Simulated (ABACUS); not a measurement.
Ge: single point with PBE

Ge:

```
Ge
1.0
     1.39715   -2.60052    0.00000
     1.39715    2.60052    0.00000
     0.00000    0.00000    2.69823
Ge
1
Direct
  0.50000 0.50000 0.00000
```

This isn't the form of Ge at room conditions, which is diamond.

```json
{
  "Program": "ABACUS 3.10.1",
  "Task": "single point",
  "Functional": "PBE",
  "Potentials or basis": "PseudoDojo NC SR 0.4.1 PBE standard",
  "Cutoff": "1075 eV",
  "Density cutoff": "4299 eV",
  "Basis": "plane waves",
  "k mesh": "8 × 8 × 7",
  "Occupations": "fermi-dirac, width 0.05 eV",
  "Spin": "no spin polarisation"
}
```

| Quantity | Value |
| --- | --- |
| Pressure | -0.6 GPa |
| Band gap on the k mesh | none (metal or under the smearing width) |

Stress tensor (GPa, compression positive):
```
 0.98  0.00  0.00
 0.00 -3.31  0.00
 0.00  0.00  0.41
```

Levels at points of the mesh, in eV from the Fermi level:
| k point | band 3 | band 4 | band 5 | band 6 | band 7 | band 8 |
| --- | --- | --- | --- | --- | --- | --- |
| (0.00, 0.00, 0.00) | -24.43 | -24.32 | -24.31 | -12.62 | 6.92 | 7.39 |
| (0.50, 0.00, 0.00) | -24.37 | -24.33 | -24.33 | -7.56 | -5.04 | 3.70 |
| (0.50, 0.50, 0.00) | -24.36 | -24.34 | -24.32 | -8.42 | -5.25 | 5.47 |

It took 3.2 s on 4 MPI ranks on Intel(R) Xeon(R) Platinum 8488C (Sapphire Rapids), with other jobs on the host, peak memory 0.36 GiB a rank.
